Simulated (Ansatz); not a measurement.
# GaAs: the cost of one run

Method: DFT PBE+D3(BJ), scalar-relativistic, plane waves, PAW, in Ansatz 0.2.0.

1 further run of the same task is left out (set aside as unsound or not needed).

### 1 The system as given

It takes space group F-43m (No. 216, cubic). The conventional cell has a = 5.654 Å, b = 5.654 Å, c = 5.654 Å, α = 90.00°, β = 90.00°, γ = 90.00°. Around Ga (site symmetry -43m) lie 4 As at 2.45 Å. As (site symmetry -43m) is surrounded by 4 Ga at 2.45 Å.

Structure file:

```
Ga As
1.0
     0.00000    2.82685    2.82685
     2.82685    0.00000    2.82685
     2.82685    2.82685    0.00000
Ga As
1 1
Direct
  0.00000 0.00000 0.00000
  0.75000 0.75000 0.75000
```

Source of the structure: the Crystallography Open Database.

(A quick probe on a coarse mesh, which set the mesh and smearing, is not shown.)

### 3 Full relaxation

File input.yaml:

```yaml
crystal:
  lattice:
    - [0.0, 2.82685, 2.82685]
    - [2.82685, 0.0, 2.82685]
    - [2.82685, 2.82685, 0.0]
  atoms:
    - { symbol: Ga, position: [0.0, 0.0, 0.0] }
    - { symbol: As, position: [0.75, 0.75, 0.75] }
basis:
  ecutwfc: 420
kpoints:
  mp_grid: { grid: [12, 12, 12] }
hamiltonian:
  xc: pbe
  dispersion: d3bj
scf:
  occupations: { method: gaussian, width: 0.02 }
output:
  forces: true
  stress: true
  eigenvalues: true
relax:
  adjacent_minimum: "off"
  f_tol: 0.005
  max_steps: 80
  cell: { stress_tol: 0.05 }
```

The run is started by

```sh
ansatz run input.yaml --threads 8 --pin off --max-ram 20480MiB --backend cpu --events-out ev --progress --plain --runs-dir out
```

What time and memory should one allow on 8 threads of AMD EPYC 7R43 (Zen 3), shared host?

About 3.9 s, with a peak of 0.51 GiB.
